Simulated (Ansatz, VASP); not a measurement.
## TaN (TaN strained to the junction's net) in two plane-wave programs

One calculation is typed for both programs; each brings its own data sets. How far apart do they land? The cell is generated by rule, not measured, and may not be a known phase. The structure shown is the end of the Ansatz relaxation below.

Calculated with Ansatz 0.2.0; plane waves, with VASP 6.6.1 beside it; single point at PBE.

## 1. The starting structure

It takes space group I4/mmm (No. 139, tetragonal). Conventional cell: a = 3.065 Å, b = 3.065 Å, c = 4.453 Å, α = 90.00°, β = 90.00°, γ = 90.00°. N has 6 Ta at 2.17 to 2.23 Å nearest. Ta has 6 N at 2.17 to 2.23 Å nearest. Farther neighbours and most contacts between anions are not listed.

## 2. Ansatz: relaxation, PBE

Ansatz runs on its default PAW (the set named soft_2) files.

This run makes the geometry at which the two programs are then compared.

Input file input.yaml:

```yaml
crystal:
  lattice:
    - [3.065, 0.0, 0.0]
    - [0.0, 3.065, 0.0]
    - [0.0, 0.0, 4.4798048019]
  atoms:
    - { symbol: "N", position: [0.0, 0.0, 0.0] }
    - { symbol: Ta, position: [0.5, 0.5, 0.0] }
    - { symbol: "N", position: [0.5, 0.5, 0.5] }
    - { symbol: Ta, position: [0.0, 0.0, 0.5] }
kpoints:
  mp_grid: { grid: [12, 12, 7] }
scf:
  occupations: { method: fermi_dirac, width: 0.1 }
  max_iter: 150
hamiltonian:
  xc: pbe
relax:
  f_tol: 0.01
  max_steps: 40
  cell: { fix: [a, b, angles] }
```

The run is started by

```
> ansatz run input.yaml --threads 4 --pin off --max-ram 12288MiB --backend cpu --events-out ev --progress --plain --runs-dir out
```

Numbers of over 12 decimals in the logs are rounded to 6 here.

The program printed:

```text
Engine: ansatz 0.2.0, aarch64-unknown-linux-gnu
Pseudopotentials: kind: paw
Pseudopotential: N, paw, valence charge 5, recommended cutoff 420 eV (normal), N.paw.azcp
Pseudopotential: Ta, paw, valence charge 13, recommended cutoff 420 eV (normal), Ta.paw.azcp
Functional definition: PBE
  parameter kappa = 0.804
  parameter beta = 0.066725
  exchange = pbe_x(kappa = kappa, mu = beta*pi^2/3)
  correlation = pbe_c(beta = beta)
Crystal: 4 atoms, lattice volume = 42.084 Å³
Basis set: ecut = 420 eV, 815 PW (Γ), exchange–correlation on 48×48×60 points (8 copies of the dense FFT grid, shifted against one another)
Bands: 22, of which v1, the nominal top of the filled ones, is band 18 counted from 1 (17 counted from 0)
Symmetry: 32 space group operations
Space group: I4/mmm (ITA 139), of the structure as read, at distance tolerance 3.5e-5 Å
k-points: 112 of 1008
Non-local potential: N, projectors of the file, l = 0: 2, l = 1: 2, l = 2: 1
Non-local potential: Ta, projectors of the file, l = 0: 3, l = 1: 2, l = 2: 2, l = 3: 1
PAW form: soft (Blöchl's): semilocal exchange-correlation on the pseudo side does not see the compensation charge
PAW one-centre angular grid: N, 110 points (default); XC on 64 Gauss nodes
PAW one-centre angular grid: Ta, 590 points (default); XC on 64 Gauss nodes
Initial density: superposition of atomic densities (neutral atoms: chi_scale 0, normalization atom), corrected by the library's trained network
Initial wavefunctions: pseudopotential atomic-orbital guess
Functional: x = pbe(κ = 0.804, μ = 0.219515), c = pbe(β = 0.066725)
SCF iter   1: F=—  HF=-20635.785455 eV  |F-HF|=—  |Δ(HF+E_count)|=         —  Δρ=2.69e-3  dr2=2.37e-3  ethr=1.77e-3  ⟨swp⟩=5.4  Hψ=23297  notcnv=0  defer=7
automatic band count: the SCF goes on with 26 bands, as 22 were too few: the levels above may hold too much charge
preconditioner: auto → Kerker (q_TF=auto, 2.658 Å⁻¹)  [metal: Δε(μ)=0.016 eV  Ē_g=11.149 eV  σ=0.100 eV  W_gap=0.04  n_scr=14 (ndim 8)  ℏωp=25.6 eV  f_vac=0.000  D(μ)=1.65/eV (n_scr^D=14)]
SCF iter   2: F=—  HF=-20635.784837 eV  |F-HF|=—  |Δ(HF+E_count)|=   6.17e-4  Δρ=1.38e-3  dr2=5.96e-4  ethr=6.57e-6  ⟨swp⟩=2.0  Hψ=4599  notcnv=0  defer=3
SCF iter   3: F=—  HF=-20635.784925 eV  |F-HF|=—  |Δ(HF+E_count)|=   8.78e-5  Δρ=2.30e-4  dr2=1.73e-5  ethr=1.65e-6  ⟨swp⟩=2.4  Hψ=4222  notcnv=0  defer=3
SCF iter   4: F=—  HF=-20635.785060 eV  |F-HF|=—  |Δ(HF+E_count)|=   1.35e-4  Δρ=7.64e-5  dr2=1.12e-6  ethr=4.80e-8  ⟨swp⟩=2.3  Hψ=4429  notcnv=0  defer=3
iter 5 did not close the SCF: its close was put off for the readings that it lacked (scf_convergence_deferred on its scf_iter line)
SCF iter   5: F=-20635.785060 eV  HF=-20635.785060 eV  |F-HF|=6.54e-9  |Δ(HF+E_count)|=   1.33e-8  Δρ=7.04e-6  dr2=8.88e-9  ethr=3.11e-9  ⟨swp⟩=2.0  Hψ=4809  notcnv=0  defer=3
SCF iter   6: F=-20635.785060 eV  HF=-20635.785060 eV  |F-HF|=2.18e-10  |Δ(HF+E_count)|=   7.57e-9  Δρ=1.45e-6  dr2=4.48e-10  ethr=2.47e-11  ⟨swp⟩=2.0  Hψ=7885  notcnv=0
SCF 1 converged in 6 iterations: F = -20635.785060 eV  dr2 = 4.48e-10
  greatest PAW one-centre occupation: 0.999 electrons in one spin orbital (limit 2), on the Ta atom at site 3 (counted from 0), in its partial waves of l = 0
relax step   1: F+E_penalty+E_count = -20635.78505982 eV  Δ(F+E_penalty+E_count) = +0.000e0 eV  max|allowed force component| = 4.891e-29 eV/Å  Δτ_max = 0.0000 Å  P = +9.262 GPa  Ω = 42.084 Å³  fix = [a, b, alpha, beta, gamma]  reactions: a +15.698, b +15.698 GPa  (6 SCF iters, dr2 threshold 1.00e-7 eV, accepted)
[...]
relax step   2: F+E_penalty+E_count = -20635.78870065 eV  Δ(F+E_penalty+E_count) = -3.641e-3 eV  max|allowed force component| = 6.545e-30 eV/Å  Δτ_max = 0.0000 Å  P = +11.119 GPa  Ω = 41.841 Å³  energy of the carried Pulay correction = +7.499e-4 eV  fix = [a, b, alpha, beta, gamma]  reactions: a +16.741, b +16.741 GPa  (6 SCF iters, dr2 threshold 4.00e-7 eV, accepted)
[...]
relax step   3: F+E_penalty+E_count = -20635.78873071 eV  Δ(F+E_penalty+E_count) = -3.006e-5 eV  max|allowed force component| = 4.294e-29 eV/Å  Δτ_max = 0.0000 Å  P = +11.188 GPa  Ω = 41.833 Å³  energy of the carried Pulay correction = +7.768e-4 eV  fix = [a, b, alpha, beta, gamma]  reactions: a +16.777, b +16.777 GPa  (6 SCF iters, dr2 threshold 3.89e-8 eV, accepted)
[...]
relax step   4: F+E_penalty+E_count = -20635.78797642 eV  Δ(F+E_penalty+E_count) = +7.543e-4 eV  max|allowed force component| = 4.468e-29 eV/Å  Δτ_max = 0.0000 Å  P = +11.159 GPa  Ω = 41.833 Å³  fix = [a, b, alpha, beta, gamma]  reactions: a +16.758, b +16.758 GPa  stress off target by 3.97e-2 GPa on what of the cell is left free  SCF on the basis re-selected at this cell (its energy is not comparable with the rows above)  (9 SCF iters)
basis re-selected at this cell: Δ(F+E_penalty+E_count) = +7.543e-4 eV, ΔP = -0.029 GPa vs the last step (what re-selecting the basis moved, of the pressure what is left beyond the Pulay correction that the steps carried, after the strain that the cell walked since its last selection, with what the two solves' SCF thresholds leave and, on support functions, any second-order correction that the steps lacked; it is no m [...]
SCF converged after 9 iterations
Free energy (F): -20635.787976 eV
Harris-Foulkes:  -20635.787976 eV  (|F-HF|=3.64e-12)
Internal energy: -20635.734338 eV  (E = F + TS)
E sigma→0 (E₀):  -20635.761157 eV
Entropy (-TS):   -0.053639 eV (-13.410 meV/atom)
Fermi energy:    22.085428 eV
--- Per-component energies (eV) ---
  E_band       = -75.577092
  E_kinetic    = 1005.581892
  E_local      = -1145.442740  (includes V_loc(G=0)·N_el)
  E_nonlocal   = 120.617867
  E_hartree    = 388.219883
  E_xc         = -561.306102
  E_vxc        = -566.696788  (∫ρ·V_xc dr)
  E_paw        = -17049.200746  (= ΣΔE_a)
  E_vpaw       = -266.077590  (= ΣTr[D̂ρ^β])
  E_aug_tail   = 0.000501  (compensation charges beyond the density's cutoff)
  E_ewald      = -3394.204893
  E_smearing   = -0.053639  (= −TS)
  E_closure    = 0.000000  (closes the sum)
  Σ components = -20635.787976   (vs F -20635.787976, Δ=0.00e0)
--- Forces (eV/Å), atoms counted from 1 ---
  atom   1  N     -0.00000000    -0.00000000     0.00000000
  atom   2  Ta    -0.00000000    -0.00000000     0.00000000
  atom   3  N     -0.00000000    -0.00000000    -0.00000000
  atom   4  Ta    -0.00000000    -0.00000000    -0.00000000
  max |Σ_I F_I| component: 3.19e-28 eV/Å
--- Stress (GPa, compression-positive) ---
       16.758150       0.000000       0.000000
        0.000000      16.758150       0.000000
        0.000000       0.000000      -0.039748
  P = ⅓ Tr σ = 11.1589 GPa (111.589 kbar)
--- Relaxed structure (3 steps of the walk, 3 accepted, 1 SCFs on fresh bases) ---
  F+E_penalty+E_count = -20635.78797642 eV   max|allowed force component| = 4.468e-29 eV/Å   (the final SCF, on the basis selected at the relaxed cell)
  cell:  # Å, volume = 41.8326 Å³
    - [3.065, 0.0, 0.0]
    - [0.0, 3.065, 0.0]
    - [0.0, 0.0, 4.453014]
  atoms:
    - { symbol: N, position: [0, 0, 0] }
    - { symbol: Ta, position: [0.5, 0.5, 0] }
    - { symbol: N, position: [0.5, 0.5, 0.500000] }
    - { symbol: Ta, position: [0, 0, 0.500000] }
```

In the SCF lines HF is the Harris–Foulkes energy and dr2 the Hartree energy of the density residual, in eV; the loop may stop once dr2 is under the threshold and the program's other checks hold. Hψ counts applications of the Hamiltonian.

## 3. VASP: single point, PBE

The same cell, functional, mesh and smearing now go to VASP, with its own data sets.

Lines of VASP's logs that name or quote its potential files are left out, and so is its time.

Input file INCAR:

```
SYSTEM = TaN
PREC = Accurate
ENCUT = 600
EDIFF = 1E-06
NELM = 120
ISMEAR = -1
SIGMA = 0.1
LREAL = .FALSE.
ALGO = Normal
GGA = PE
NBANDS = 22
LASPH = .TRUE.
LORBIT = 11
LWAVE = .FALSE.
LCHARG = .FALSE.
ISIF = 2
GGA_COMPAT = .FALSE.
```

Input file POSCAR:

```
TaN
1.0
    3.0650000000      0.0000000000      0.0000000000
    0.0000000000      3.0650000000      0.0000000000
    0.0000000000      0.0000000000      4.4530139146
N Ta
2 2
Direct
    0.0000000000      0.0000000000      0.0000000000
    0.5000000000      0.5000000000      0.5000000000
    0.5000000000      0.5000000000      0.0000000000
    0.0000000000      0.0000000000      0.5000000000
```

Input file KPOINTS:

```
Automatic mesh
0
Gamma
12 12 7
0 0 0
```

Potentials, in the order of the species: N and Ta_pv (PBE family, release 64).

The run is started by

```
> mpirun -np 1 vasp_std
```

The program printed:

```text
[banner, memory and clock lines left out]
running    1 mpi-ranks, on    1 nodes
 distrk:  each k-point on    1 cores,    1 groups
 distr:  one band on    1 cores,    1 groups

 POSCAR found type information on POSCAR N Ta
 POSCAR found :  2 types and       4 ions
 LDA part: xc-table for (Slater+PW92), standard interpolation
 POSCAR, INCAR and KPOINTS ok, starting setup
 FFT: planning ... GRIDC
 FFT: planning ... GRID_SOFT
 FFT: planning ... GRID
 WAVECAR not read
 entering main loop
       N       E                     dE             d eps       ncg     rms          rms(c)
DAV:   1     0.279404472677E+03    0.27940E+03   -0.19379E+04  4928   0.173E+03
DAV:   2    -0.340934002570E+02   -0.31350E+03   -0.30069E+03  5710   0.466E+02
DAV:   3    -0.493866506002E+02   -0.15293E+02   -0.14835E+02  6302   0.944E+01
DAV:   4    -0.496526471143E+02   -0.26600E+00   -0.26336E+00  5928   0.118E+01
DAV:   5    -0.496587671100E+02   -0.61200E-02   -0.61125E-02  6244   0.135E+00    0.353E+01
DAV:   6    -0.437767054034E+02    0.58821E+01   -0.29253E+01  5852   0.372E+01    0.155E+01
DAV:   7    -0.436531579147E+02    0.12355E+00   -0.13534E+00  5772   0.768E+00    0.901E+00
DAV:   8    -0.436117342771E+02    0.41424E-01   -0.21155E-01  5838   0.341E+00    0.870E-01
DAV:   9    -0.436031477146E+02    0.85866E-02   -0.40569E-02  5990   0.117E+00    0.222E-01
DAV:  10    -0.436031315822E+02    0.16132E-04   -0.35255E-03  6078   0.528E-01    0.909E-02
DAV:  11    -0.436029695404E+02    0.16204E-03   -0.51393E-04  6076   0.167E-01    0.171E-02
DAV:  12    -0.436029702014E+02   -0.66097E-06   -0.53432E-05  6030   0.503E-02    0.624E-03
DAV:  13    -0.436029692567E+02    0.94475E-06   -0.25251E-06  5266   0.106E-02
   1 F= -.43602969E+02 E0= -.43576182E+02  d E =-.535744E-01
```

From OUTCAR (step 3):

```text
ion  position               nearest neighbor table
   1  0.000  0.000  0.000-   3 2.17   3 2.17   3 2.17   3 2.17   4 2.23   4 2.23
   2  0.500  0.500  0.500-   4 2.17   4 2.17   4 2.17   4 2.17   3 2.23   3 2.23
   3  0.500  0.500  0.000-   1 2.17   1 2.17   1 2.17   1 2.17   2 2.23   2 2.23   4 3.11   4 3.11
                             4 3.11   4 3.11   4 3.11   4 3.11   4 3.11   4 3.11
   4  0.000  0.000  0.500-   2 2.17   2 2.17   2 2.17   2 2.17   1 2.23   1 2.23   3 3.11   3 3.11
                             3 3.11   3 3.11   3 3.11   3 3.11   3 3.11   3 3.11

  LATTYP: Found a simple tetragonal cell.
 ALAT       =     3.0650000000
 C/A-ratio  =     1.4528593522

 Subroutine GETGRP returns: Found 16 space group operations
 (whereof 16 operations were pure point group operations)

The static configuration has the point symmetry D_4h.

 Found    112 irreducible k-points:

   k-points           NKPTS =    112   k-points in BZ     NKDIM =    112   number of bands    NBANDS=     22

   dimension x,y,z NGX =    24 NGY =   24 NGZ =   36
   dimension x,y,z NGXF=    48 NGYF=   48 NGZF=   72

   ENCUT  =  600.0 eV  44.10 Ry    6.64 a.u.   6.12  6.12  8.89*2*pi/ulx,y,z

   NELECT =      32.0000    total number of electrons

 k-points in reciprocal lattice and weights: Automatic mesh
   0.00000000  0.00000000  0.00000000       0.001
   0.08333333  0.00000000  0.00000000       0.004
   0.16666667  0.00000000  0.00000000       0.004
   0.25000000  0.00000000  0.00000000       0.004
   0.33333333  0.00000000  0.00000000       0.004
   0.41666667  0.00000000  0.00000000       0.004
   0.50000000  0.00000000  0.00000000       0.002
   0.08333333  0.08333333  0.00000000       0.004
   0.16666667  0.08333333  0.00000000       0.008
[...]
0.50000000  0.41666667  0.42857143       0.008
   0.50000000  0.50000000  0.42857143       0.002

 average (electrostatic) potential at core
       1 -61.0997       2 -61.0997       3 -34.5906       4 -34.5906

 E-fermi :   9.7234

 k-point     1 :       0.0000    0.0000    0.0000
  band No.  band energies     occupation
    ...
     15       5.8952      2.00000
     16       7.3687      2.00000
     17       7.7007      2.00000
     18       7.7007      2.00000
     19       9.4752      1.84569
     20       9.9990      0.11955
     21      11.5488      0.00000
     22      11.9002      0.00000

 k-point     2 :       0.0833    0.0000    0.0000
  band No.  band energies     occupation
    ...
     15       5.5511      2.00000
     16       7.7806      2.00000
     17       7.7907      2.00000
     18       7.8966      2.00000
     19       9.6162      1.49005
     20      10.6618      0.00017
     21      11.9899      0.00000
     22      12.3663      0.00000

 k-point     3 :       0.1667    0.0000    0.0000
  band No.  band energies     occupation
    ...
     14       4.8911      2.00000
     15       6.3966      2.00000
     16       8.0177      2.00000
     17       8.3114      2.00000
     18       8.5834      1.99998
     19       9.9261      0.23290
     20      12.1215      0.00000
     21      12.8731      0.00000
     22      13.0808      0.00000

  Total        4.5975435      4.5975435      0.1878374      0.0000000      0.0000000      0.0000000
  in kB      176.0846171    176.0846171      7.1941197      0.0000000      0.0000000      0.0000000
  external PRESSURE =     119.7877847 kB  Pullay stress =       0.0000000 kB

  energy-cutoff  :      600.00
  volume of cell :       41.83
      direct lattice vectors                 reciprocal lattice vectors
     3.065000000  0.000000000  0.000000000     0.326264274  0.000000000  0.000000000
     0.000000000  3.065000000  0.000000000     0.000000000  0.326264274  0.000000000
     0.000000000  0.000000000  4.453013915     0.000000000  0.000000000  0.224567005

 POSITION                                       TOTAL-FORCE (eV/Angst)
 -----------------------------------------------------------------------------------
      0.00000      0.00000      0.00000        -0.000000     -0.000000     -0.000000
      1.53250      1.53250      2.22651        -0.000000     -0.000000      0.000000
      1.53250      1.53250      0.00000         0.000000      0.000000      0.000000
      0.00000      0.00000      2.22651        -0.000000     -0.000000     -0.000000
 -----------------------------------------------------------------------------------
    total drift:                                0.000000     -0.000000     -0.000000

  FREE ENERGIE OF THE ION-ELECTRON SYSTEM (eV)
  ---------------------------------------------------
  free  energy   TOTEN  =       -43.6029692567 eV

  energy  without entropy=      -43.5493948816  energy(sigma->0) =      -43.57618207

 total charge
# of ion       s       p       d       tot
------------------------------------------
    1        1.229   2.546   0.000   3.774
    2        1.229   2.546   0.000   3.774
    3        0.278   6.231   2.477   8.986
    4        0.278   6.231   2.477   8.986
--------------------------------------------------
tot          3.014  17.554   4.953  25.521

[... 3 further parts left out ...]
```

The run ends at a pressure of 11.98 GPa.

## 4. Comparison

Known differences besides the potentials themselves: the data sets hold 36 valence electrons in Ansatz (on its default PAW (the set named soft_2) files) and 32 in VASP; the cutoff is 420 eV in Ansatz and 600 eV in VASP; Ansatz's pressure holds a Pulay correction, VASP's none. Total energies have different zeros and are not compared.

Compared:

| quantity | Ansatz | VASP | difference |
| --- | --- | --- | --- |
| pressure (GPa) | 11.16 | 11.98 | -0.82 |

## 5. What came out

- difference in pressure (single point, PBE): -0.82 GPa

**Reading.** The difference in pressure is -0.82 GPa (single point, PBE), within the 1 GPa picked in this series as the mark of a large difference. The data sets hold unlike numbers of valence electrons (36 in Ansatz and 32 in VASP), so part of the differences comes from the potentials. Such differences can come from data sets, numerical settings and the points named under the comparisons, not from the functional's error against experiment.

[Lines on the potential files, build, host, timing and source positions are cut from VASP's logs without a mark.]

[Logs are printed without paths, hosts, clocks, repeated set-up lines and the standing remarks that a program may print on its own settings, such as how far it seeks lower states.]

[Hosts, paths, dates, database ids (printed as entryN), source tags and the programs' standing remarks are cut or masked in the printed files.]
